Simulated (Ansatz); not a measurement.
ZnS: an elastic constant from a strain scan

These are results of DFT PBE, scalar-relativistic, plane waves, PAW in Ansatz 0.2.0, not measurements. The runs took a 420 eV cutoff, a Γ-centred 12×12×2 mesh and Gaussian smearing (0.05 eV). No spin polarisation. Energies are free energies at this smearing, counted from the undisturbed cell; pressure is positive in compression.

Reference structure (relaxed at this level):

```
CELL_PARAMETERS angstrom
3.84672 0.00000 0.00000
-1.92336 3.33136 0.00000
0.00000 0.00000 12.59023
ATOMIC_POSITIONS crystal
Zn 0.00000 0.00000 0.00005
Zn 0.00000 0.00000 0.50005
Zn 0.33333 0.66667 0.25002
Zn 0.66667 0.33333 0.75002
S 0.00000 0.00000 0.18729
S 0.00000 0.00000 0.68729
S 0.33333 0.66667 0.43764
S 0.66667 0.33333 0.93764
```

The cell is strained by ε times the Voigt pattern (1, 0, 0, 0, 0, 0) (xx, yy, zz, yz, xz, xy; engineering shear) with fractional coordinates fixed. The cell holds 8 atoms in V0 = 161.34 Å³. The stress column is τ = (1/V0) dE/dε, got from the stress tensor σ (compression positive) at each point as −det(1 + εP) σ : P(1 + εP)⁻¹, with P the pattern as a tensor.

| ε | ΔE (meV/atom) | τ (GPa) |
| --- | --- | --- |
| -0.0400 | 15.942 | -6.658 |
| -0.0300 | 8.744 | -4.799 |
| -0.0200 | 3.801 | -3.080 |
| -0.0100 | 0.939 | -1.490 |
| 0.0000 | 0.000 | -0.023 |
| 0.0100 | 0.832 | 1.329 |
| 0.0200 | 3.298 | 2.571 |
| 0.0300 | 7.263 | 3.711 |
| 0.0350 | 9.766 | 4.245 |
| 0.0400 | ? | ? |

Question: Which combination of elastic constants does this scan measure, and how large is it?

Answer: For small ε, τ = τ0 + Kε with K = pᵀCp, which for this pattern is C11 in the Cartesian frame shown. The parabola through τ at ε = -0.0100, 0 and 0.0100 has slope K = 141 GPa at zero. The energies per cell, E = NΔE, of the same two points give K = 2[E(ε₊)/ε₊ − E(ε₋)/ε₋]/[(ε₊ − ε₋)V0] = 141 GPa, in agreement. These are clamped-ion values.

Question: Predict the withheld row at ε = 0.0400 from the harmonic law, and compare.

Answer: ΔE = V0(τ0 ε + Kε²/2)/N = 14.076 meV/atom and τ = 5.61 GPa. The calculation gives 12.600 meV/atom and 4.76 GPa: the energy lies 10 % below the harmonic value, as bonds soften when stretched.

Forces appear on the atoms along this scan, and letting them relax would lower the energy and soften the response.